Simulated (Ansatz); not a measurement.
Run on S (A7 type): DFT, PBE, all-electron LAPW, scalar-relativistic (Ansatz 0.2.0). This run: A7 relaxed under pressure.

The cell comes from a relaxation on PAW files under the same functional, begun from a prototype that needn't be the stable phase.

Command: `ansatz run input.yaml --threads 1 --pin off --max-ram 3584MiB --backend cpu --events-out ev --progress --plain --runs-dir out` It took 38 s on 1 thread of Intel(R) Xeon(R) Platinum 8559C (Emerald Rapids) (shared host), peak memory 0.56 GiB.

```yaml
crystal:
  lattice:
    - [1.5843798946, -0.9147421586, 3.0908011186]
    - [0.0, 1.8294843172, 3.0908011186]
    - [-1.5843798946, -0.9147421586, 3.0908011186]
  atoms:
    - { symbol: S, position: [0.2499999887, 0.2499999887, 0.2499999887] }
    - { symbol: S, position: [-0.2499999887, -0.2499999887, -0.2499999887] }
kpoints:
  mp_grid: { grid: [14, 14, 14] }
scf:
  occupations: { method: fermi_dirac, width: 0.1 }
hamiltonian:
  xc: pbe
  pseudopotentials: { kind: all_electron, lapw: { basis_error: 0.0005 } }
output:
  forces: true
  stress: true
  eigenvalues: true
relax:
  f_tol: 0.005
  max_steps: 12
  cell: { p_target: 30.0, stress_tol: 0.03 }
```

Output:

```
The last accepted step is kept in <dir> (removed where the run ends without a failure and the disk answers)
LAPW: plane waves up to 7.907 Å⁻¹, error target 5.0e-4 eV per atom; small_component_spin mean_spin; S in spheres of 1.161 Å, 14 of its electrons in bands, Dirac shells [] (how accurate: hamiltonian.pseudopotentials.lapw.basis_error, Limitations)
Engine: ansatz 0.2.0
Pseudopotentials: kind: all_electron
Pseudopotential: S, LAPW, valence charge 14, lapw/all_electron/scalar/gaussian/S, Koelling and Harmon's equation, gaussian nucleus
Functional definition: PBE
  parameter kappa = 0.804
  parameter beta = 0.06672455060314922
  exchange = pbe_x(kappa = kappa, mu = beta*pi^2/3)
  correlation = pbe_c(beta = beta)
Crystal: 2 atoms, lattice volume = 26.877 Å³
Basis set: ecut = 238.22552954150984 eV, 211 PW (Γ), FFT grids on a1−a3, a2−a3, a3, exchange–correlation at level 2
Bands: 18, of which v1, the nominal top of the filled ones, is band 14 counted from 1 (13 counted from 0)
Symmetry: 24 space group operations
Space group: R-3m (ITA 166), of the structure as read, at distance tolerance 3.0e-5 Å
k-points: 288 of 2744
Non-local potential: S, projectors of the file, none
Initial density: superposition of atomic densities (chi_scale 0.1, normalization cell)
Initial wavefunctions: plane waves of lowest kinetic energy (no species holds an atomic orbital)
Functional: x = pbe(κ = 0.804, μ = 0.2195149727645171), c = pbe(β = 0.06672455060314922)
iter 1 solved again at ethr=3.23e-4 eV; its pass at ethr=1.00e-1 eV (dr2=9.04e-2 eV) is discarded
SCF iter   1: F=—  HF=-21723.535923 eV  |F-HF|=—  |Δ(HF+E_count)|=         —  Δρ=2.20e-2  dr2=9.09e-2  ethr=3.23e-4  ⟨swp⟩=2.8  Hψ=36164  notcnv=0
preconditioner: auto → Kerker (q_TF=auto, 2.747 Å⁻¹)  [metal: Δε(μ)=0.002 eV  Ē_g=12.756 eV  σ=0.100 eV  W_gap=0.01  n_scr=14 (ndim 8)  ℏωp=24.8 eV  f_vac=0.000  D(μ)=0.78/eV (n_scr^D=2)]
SCF iter   2: F=—  HF=-21723.536041 eV  |F-HF|=—  |Δ(HF+E_count)|=   1.18e-4  Δρ=1.48e-2  dr2=4.57e-2  ethr=3.23e-4  ⟨swp⟩=2.0  Hψ=15089  notcnv=0  defer=1
iter 3 solved again at ethr=7.53e-6 eV; its pass at ethr=1.63e-4 eV (dr2=2.11e-3 eV) is discarded
SCF iter   3: F=—  HF=-21723.536893 eV  |F-HF|=—  |Δ(HF+E_count)|=   8.53e-4  Δρ=2.54e-3  dr2=2.11e-3  ethr=7.53e-6  ⟨swp⟩=2.0  Hψ=25567  notcnv=0
SCF iter   4: F=—  HF=-21723.537851 eV  |F-HF|=—  |Δ(HF+E_count)|=         —  Δρ=6.15e-4  dr2=8.20e-5  ethr=7.53e-6  ⟨swp⟩=2.5  Hψ=15245  notcnv=0
the basis was enlarged: its passes take 112.3 KiB over the memory plan, 1 of 1 planned eigensolver slots
SCF iter   5: F=—  HF=-21723.537907 eV  |F-HF|=—  |Δ(HF+E_count)|=   5.54e-5  Δρ=2.24e-4  dr2=7.66e-6  ethr=2.93e-7  ⟨swp⟩=2.9  Hψ=15753  notcnv=0
SCF iter   6: F=—  HF=-21723.537917 eV  |F-HF|=—  |Δ(HF+E_count)|=   1.05e-5  Δρ=2.75e-5  dr2=1.23e-7  ethr=2.74e-8  ⟨swp⟩=3.0  Hψ=16528  notcnv=0
SCF iter   7: F=-21723.537917 eV  HF=-21723.537917 eV  |F-HF|=7.77e-9  |Δ(HF+E_count)|=   6.27e-8  Δρ=6.01e-6  dr2=4.77e-9  ethr=4.40e-10  ⟨swp⟩=3.0  Hψ=16591  notcnv=0
SCF 1 converged in 7 iterations: F = -21723.537917 eV  dr2 = 4.77e-9
relax step   1: F+E_penalty+E_count = -21723.53791734 eV  Δ(F+E_penalty+E_count) = +0.000e0 eV  max|allowed force component| = 8.616e-27 eV/Å  Δτ_max = 0.0000 Å  P = +30.068 GPa  Ω = 26.877 Å³  (7 SCF iters, accepted)
Crystal: 2 atoms, lattice volume = 26.885 Å³
Basis set: ecut = 238.18009191132995 eV, 211 PW (Γ), FFT grids on a1−a3, a2−a3, a3, exchange–correlation at level 2
Initial density: handed on by an earlier stage of this run
Initial wavefunctions: those handed on with the density
iter 1 solved again at ethr=1.67e-10 eV; its pass at ethr=1.00e-1 eV (dr2=4.68e-8 eV) is discarded
SCF iter   1: F=—  HF=-21723.539359 eV  |F-HF|=—  |Δ(HF+E_count)|=         —  Δρ=1.34e-5  dr2=4.73e-8  ethr=1.67e-10  ⟨swp⟩=4.8  Hψ=27210  notcnv=0
preconditioner: auto → Kerker (q_TF=auto, 2.747 Å⁻¹)  [metal: Δε(μ)=0.012 eV  Ē_g=12.754 eV  σ=0.100 eV  W_gap=0.03  n_scr=14 (ndim 8)  ℏωp=24.8 eV  f_vac=0.000  D(μ)=0.77/eV (n_scr^D=2)]
SCF iter   2: F=-21723.539360 eV  HF=-21723.539360 eV  |F-HF|=2.77e-9  |Δ(HF+E_count)|=   9.87e-7  Δρ=9.14e-6  dr2=2.29e-8  ethr=1.67e-10  ⟨swp⟩=2.0  Hψ=15087  notcnv=0
SCF 2 converged in 2 iterations: F = -21723.539360 eV  dr2 = 2.29e-8
relax step   2: F+E_penalty+E_count = -21723.53935952 eV  Δ(F+E_penalty+E_count) = -1.442e-3 eV  max|allowed force component| = 0.000e0 eV/Å  Δτ_max = 0.0000 Å  P = +30.014 GPa  Ω = 26.885 Å³  (2 SCF iters, accepted)
iter 1 solved again at ethr=1.94e-10 eV; its pass at ethr=1.00e-1 eV (dr2=5.44e-8 eV) is discarded
SCF iter   1: F=—  HF=-21723.539359 eV  |F-HF|=—  |Δ(HF+E_count)|=         —  Δρ=9.09e-6  dr2=2.19e-8  ethr=1.94e-10  ⟨swp⟩=6.9  Hψ=32661  notcnv=0  reapply=1
SCF iter   2: F=-21723.539360 eV  HF=-21723.539360 eV  |F-HF|=2.43e-9  |Δ(HF+E_count)|=   9.90e-7  Δρ=6.35e-6  dr2=1.11e-8  ethr=7.81e-11  ⟨swp⟩=2.0  Hψ=15087  notcnv=0
SCF 3 converged in 2 iterations: F = -21723.539360 eV  dr2 = 1.11e-8
relax step   3: F+E_penalty+E_count = -21723.53935954 eV  Δ(F+E_penalty+E_count) = -2.230e-8 eV  max|allowed force component| = 0.000e0 eV/Å  Δτ_max = 0.0000 Å  P = +30.014 GPa  Ω = 26.885 Å³  stress off target by 1.92e-2 GPa  SCF on the basis re-selected at this cell (its energy is not comparable with the rows above)  (2 SCF iters)
basis re-selected at this cell: Δ(F+E_penalty+E_count) = -2.230e-8 eV, ΔP = -0.000 GPa vs the last step (what re-selecting the basis moved, after the strain that the cell walked since its last selection, with what the two solves' SCF thresholds leave and, on support functions, any second-order correction that the steps lacked; it is no measure of the basis error at this ecutwfc). This SCF's stress stands 1.92e-2 GPa from its target on what of the cell is left free (relax.cell.stress_tol is 3.00e-2 GPa) and its largest allowed force component is 0.00e0 eV/Å (relax.f_tol is 5.00e-3 eV/Å): within both
SCF converged after 2 iterations
Free energy (F): -21723.539360 eV
Harris-Foulkes:  -21723.539360 eV  (|F-HF|=2.43e-9)
Internal energy: -21723.514158 eV  (E = F + TS)
E sigma→0 (E₀):  -21723.526759 eV
Entropy (-TS):   -0.025202 eV (-12.601 meV/atom)
Fermi energy:    13.959092 eV
--- Per-component energies (eV) ---
  E_band       = -2364.249615
  E_kinetic    = 21832.190061
  E_xc         = -1398.046398
  E_electrostatic = -42157.657821  (all electrons and nuclei)
  E_smearing   = -0.025202  (= −TS)
  E_closure    = 0.000000  (closes the sum)
  E_atoms      = -21717.164882  (free atoms, spherical and without spin; not in F)
  Σ components = -21723.539360   (vs F -21723.539360, Δ=0.00e0)
  Basis errors (estimates in eV, not in F): energy 2.9e-4 per atom: plane waves 2.7e-4 (1.5e-4 summed), levels above the bands 3.7e-27, relativity 4.1e-8, radial functions 1.7e-5, core shells 9.1e-12; eigenvalues (radial functions only) 1.1e-6; not estimated: angular momenta, meshes, grids; target (lapw.basis_error) 5.0e-4; muffin-tin radii S 1.162 Å
--- Forces (eV/Å), atoms counted from 1 ---
  atom   1  S      0.00000000     0.00000000     0.00000000
  atom   2  S      0.00000000     0.00000000     0.00000000
  max |Σ_I F_I| component: 8.62e-27 eV/Å
--- Stress (GPa, compression-positive) ---
       30.010828       0.000000      -0.000000
        0.000000      30.010828      -0.000000
       -0.000000      -0.000000      30.019155
  P = ⅓ Tr σ = 30.0136 GPa (300.136 kbar)
--- Band table (eV; the first three rows and the last of 288) ---
  k-point 0: bands = ["-193.5355", "-193.5350", "-138.3683", "-138.3665", "-138.3098", "-138.3098", "-138.3087", "-138.3087", "-5.7490", "6.1714", "7.2395", "10.3292", "10.3292", "15.8028", "15.8028", "17.0946", "17.3744", "19.5270"]
  k-point 1: bands = ["-193.5355", "-193.5350", "-138.3683", "-138.3666", "-138.3098", "-138.3098", "-138.3087", "-138.3087", "-5.6550", "5.7991", "7.4440", "10.2218", "10.2988", "15.3952", "15.4924", "16.5133", "17.6950", "19.4243"]
  k-point 2: bands = ["-193.5355", "-193.5350", "-138.3682", "-138.3666", "-138.3098", "-138.3098", "-138.3088", "-138.3088", "-5.3738", "4.9719", "7.7209", "10.0918", "10.2266", "14.5153", "14.5665", "15.6099", "18.3543", "19.4845"]
  k-point 287: bands = ["-193.5353", "-193.5353", "-138.3674", "-138.3674", "-138.3093", "-138.3093", "-138.3093", "-138.3093", "-2.3676", "-2.3676", "11.5781", "11.5781", "11.5781", "11.5781", "13.9263", "13.9263", "23.0321", "23.0321"]
--- Relaxed structure (2 steps of the walk, 2 accepted, 1 SCFs on fresh bases) ---
  F+E_penalty+E_count = -21723.53935954 eV   max|allowed force component| = 0.000e0 eV/Å   (the final SCF, on the basis selected at the relaxed cell)
  cell:  # Å, volume = 26.8847 Å³
    - [1.5845160954319173, -0.9148207942329123, 3.0911541256252977]
    - [3.2163692180655026e-33, 1.8296415884658246, 3.0911541256252977]
    - [-1.5845160954319173, -0.9148207942329123, 3.0911541256252977]
  atoms:
    - { symbol: S, position: [0.25, 0.25, 0.25] }
    - { symbol: S, position: [-0.25, -0.25, -0.25] }
```

Next run (omega relaxed under pressure), as changes to the input before:

```diff
   lattice:
-    - [1.5843798946, -0.9147421586, 3.0908011186]
-    - [0.0, 1.8294843172, 3.0908011186]
-    - [-1.5843798946, -0.9147421586, 3.0908011186]
+    - [4.3765721234, 0.0, 0.0]
+    - [-2.1882860617, 3.7902226404, 0.0]
+    - [0.0, 0.0, 2.3233389038]
   atoms:
-    - { symbol: S, position: [0.2499999887, 0.2499999887, 0.2499999887] }
-    - { symbol: S, position: [-0.2499999887, -0.2499999887, -0.2499999887] }
+    - { symbol: S, position: [0.0, 0.0, 0.0] }
+    - { symbol: S, position: [0.3333333333, 0.6666666667, 0.5] }
+    - { symbol: S, position: [0.6666666667, 0.3333333333, 0.5] }
 kpoints:
-  mp_grid: { grid: [14, 14, 14] }
+  mp_grid: { grid: [9, 9, 12] }
 scf:
```

Results part of the output:

```
basis re-selected at this cell: Δ(F+E_penalty+E_count) = -1.820e-8 eV, ΔP = -0.000 GPa vs the last step (what re-selecting the basis moved, after the strain that the cell walked since its last selection, with what the two solves' SCF thresholds leave and, on support functions, any second-order correction that the steps lacked; it is no measure of the basis error at this ecutwfc). This SCF's stress stands 1.56e-2 GPa from its target on what of the cell is left free (relax.cell.stress_tol is 3.00e-2 GPa) and its largest allowed force component is 3.62e-17 eV/Å (relax.f_tol is 5.00e-3 eV/Å): within both
SCF converged after 2 iterations
Free energy (F): -32584.066583 eV
Harris-Foulkes:  -32584.066583 eV  (|F-HF|=1.66e-8)
Internal energy: -32584.010179 eV  (E = F + TS)
E sigma→0 (E₀):  -32584.038381 eV
Entropy (-TS):   -0.056404 eV (-18.801 meV/atom)
Fermi energy:    14.115231 eV
--- Per-component energies (eV) ---
  E_band       = -3516.209843
  E_kinetic    = 32745.946829
  E_xc         = -2096.228428
  E_electrostatic = -63233.728580  (all electrons and nuclei)
  E_smearing   = -0.056404  (= −TS)
  E_closure    = 0.000000  (closes the sum)
  E_atoms      = -32575.747324  (free atoms, spherical and without spin; not in F)
  Σ components = -32584.066583   (vs F -32584.066583, Δ=0.00e0)
  Basis errors (estimates in eV, not in F): energy 3.6e-4 per atom: plane waves 3.4e-4 (1.8e-4 summed), levels above the bands 5.4e-32, relativity 6.0e-8, radial functions 1.9e-5, core shells 2.4e-11; eigenvalues (radial functions only) 5.5e-7; not estimated: angular momenta, meshes, grids; target (lapw.basis_error) 5.0e-4; muffin-tin radii S 1.127 Å
--- Forces (eV/Å), atoms counted from 1 ---
  atom   1  S      0.00000000     0.00000000     0.00000000
[... lines left out ...]
--- Stress (GPa, compression-positive) ---
       29.999147      -0.000000      -0.000000
       -0.000000      29.999147      -0.000000
       -0.000000      -0.000000      30.015569
  P = ⅓ Tr σ = 30.0046 GPa (300.046 kbar)
--- Band table (eV; the first three rows and the last of 84) ---
  k-point 0: bands = ["-193.1775", "-193.1774", "-192.3794", "-137.9886", "-137.9885", "-137.9704", "-137.9704", "-137.9699", "-137.9699", "-137.2287", "-137.1366", "-137.1366", "-5.1704", "0.7043", "0.8890", "6.6276", "6.6276", "7.0430", "7.0430", "17.2719", "17.2719", "17.5707", "20.6872", "20.9989", "21.9898", "24.5103"]
  k-point 1: bands = ["-193.1775", "-193.1774", "-192.3794", "-137.9887", "-137.9887", "-137.9704", "-137.9704", "-137.9699", "-137.9699", "-137.2289", "-137.1366", "-137.1366", "-4.9944", "0.8742", "1.0507", "6.7820", "6.7820", "7.2123", "7.2123", "15.5790", "17.3108", "17.3108", "19.3515", "19.5434", "23.9080", "25.7218"]
  k-point 2: bands = ["-193.1774", "-193.1773", "-192.3793", "-137.9892", "-137.9891", "-137.9703", "-137.9703", "-137.9699", "-137.9699", "-137.2293", "-137.1366", "-137.1366", "-4.4684", "1.3815", "1.5269", "7.2373", "7.2373", "7.7179", "7.7179", "12.4837", "16.7946", "16.9996", "17.3547", "17.3547", "24.8989", "24.8989"]
  k-point 83: bands = ["-193.1772", "-193.1772", "-192.3791", "-137.9910", "-137.9910", "-137.9702", "-137.9700", "-137.9700", "-137.9698", "-137.2312", "-137.1365", "-137.1365", "2.3768", "2.3768", "3.2553", "5.2738", "5.6586", "5.6586", "11.4459", "13.2754", "13.2754", "13.5606", "13.5606", "17.5265", "18.6161", "23.1656"]
--- Relaxed structure (2 steps of the walk, 2 accepted, 1 SCFs on fresh bases) ---
  F+E_penalty+E_count = -32584.06658298 eV   max|allowed force component| = 3.624e-17 eV/Å   (the final SCF, on the basis selected at the relaxed cell)
  cell:  # Å, volume = 38.5596 Å³
    - [4.377449766114349, 1.6635895784276886e-34, 0.0]
    - [-2.1887248830571746, 3.7909827012452757, 2.8814216727788464e-34]
    - [0.0, 1.7662601134030191e-34, 2.3235893546970336]
  atoms:
    - { symbol: S, position: [2.933696189733508e-35, 9.651670480252554e-86, -3.301045565997424e-36] }
    - { symbol: S, position: [0.3333333333333333, 0.6666666666666666, 0.5] }
    - { symbol: S, position: [0.6666666666666666, 0.3333333333333333, 0.5] }
```
